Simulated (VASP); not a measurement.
Input of a VASP 6.6.1 run:

File INCAR:

```
SYSTEM = Ba
PREC = Accurate
ENCUT = 600
EDIFF = 1E-7
ISMEAR = 0
SIGMA = 0.1
LREAL = .FALSE.
LASPH = .TRUE.
NELM = 80
ALGO = Fast
ISIF = 3
LWAVE = .FALSE.
LCHARG = .FALSE.
GGA = PS
IBRION = 2
NSW = 90
EDIFFG = -0.005
```

Contents of KPOINTS:

```
Automatic mesh
0
G
  4 4 4
  0 0 0
```

POSCAR

```
Ba
1.0
   -2.5125000000      2.5125000000      2.5125000000
    2.5125000000     -2.5125000000      2.5125000000
    2.5125000000      2.5125000000     -2.5125000000
Ba
1
Direct
    0.0000000000      0.0000000000      0.0000000000
```

Potentials or basis: VASP PAW PBE potentials, release 64 (Ba_sv).

Command:

```bash
$ cat potpaw_PBE.64/Ba_sv/POTCAR > POTCAR
$ mpirun -np 1 vasp_std > vasp.out
```

Task: Estimate the relaxed cell.

Result: a = 4.279 Å, b = 4.279 Å, c = 4.279 Å, α = 109.47°, β = 109.47°, γ = 109.47°.

Task: Predict the space group after relaxing (to 0.05 Å).

Result: Im-3m (No. 229).

Task: Predict the band gap on the k mesh.

Result: None (metal or under the smearing width).

Task: What does it give for the relaxed volume?

Result: 60.30 Å³/atom.

Final structure:
```
Ba
1.0
    -2.47033    2.47033    2.47033
     2.47033   -2.47033    2.47033
     2.47033    2.47033   -2.47033
Ba
1
Direct
  0.00000 0.00000 0.00000
```

Caveat: the k mesh is coarse (spacing up to 0.44 Å⁻¹), so the values aren't converged; the PAW data sets were made with another functional, which shifts forces and pressure a little. Spin-orbit coupling is left out, which matters for the levels of Ba.
